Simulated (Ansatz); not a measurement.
## Structure types of ZnSe compared at 57 GPa

Structure types of ZnSe are relaxed in primitive cells with their symmetry kept at 57 GPa, on PAW files; LAPW relaxes the small cells further and takes the PAW cell for the others (marked *). The enthalpy is E + pV at zero temperature, without zero-point motion. Only the types listed were tried, and differences under about 5 meV/atom are mesh noise. The real phase may be another.

Computed with Ansatz 0.2.0; functional PBE, scalar-relativistic. Settings: Fermi–Dirac smearing of 0.1 eV, no spin polarisation. Methods: LAPW: all electrons, basis error target 0.5 meV/atom; PAW: frozen-core files, cutoff 420 eV.

k meshes: rocksalt 15×15×15, CsCl 15×15×15, zincblende 13×13×13, NiAs 11×11×7.

Task: Order the types by LAPW enthalpy, lowest first.
A. NiAs
B. rocksalt
C. CsCl
D. zincblende

Result: B (0 meV/atom), A (61 meV/atom), C (318 meV/atom), D (693 meV/atom).

| start type | ends as | a, b, c (Å) | V (Å³/atom) | H − H(lowest), LAPW (meV/atom) | same, PAW |
| --- | --- | --- | --- | --- | --- |
| rocksalt | rocksalt, Fm-3m | 4.766, 4.766, 4.766 | 13.53 | 0.0 | 0.0 |
| CsCl | CsCl, Pm-3m | 2.956, 2.956, 2.956 | 12.92 | 318.0 | 319.1 |
| zincblende | zincblende, F-43m | 5.012, 5.012, 5.012 | 15.73 | 693.3 | 692.8 |
| NiAs* | NiAs, P6_3/mmc | 3.344, 3.344, 5.632 | 13.64 | 61.0 | 61.4 |

Task: Split the lead of rocksalt over NiAs into energy and pV.

Result: For NiAs less rocksalt: ΔE = +24.5 meV/atom, and p·ΔV = 57 GPa × +0.1026 Å³ × 6.242 meV/(GPa·Å³) = +36.5 meV/atom, together 61.0 meV/atom. rocksalt wins on both counts.
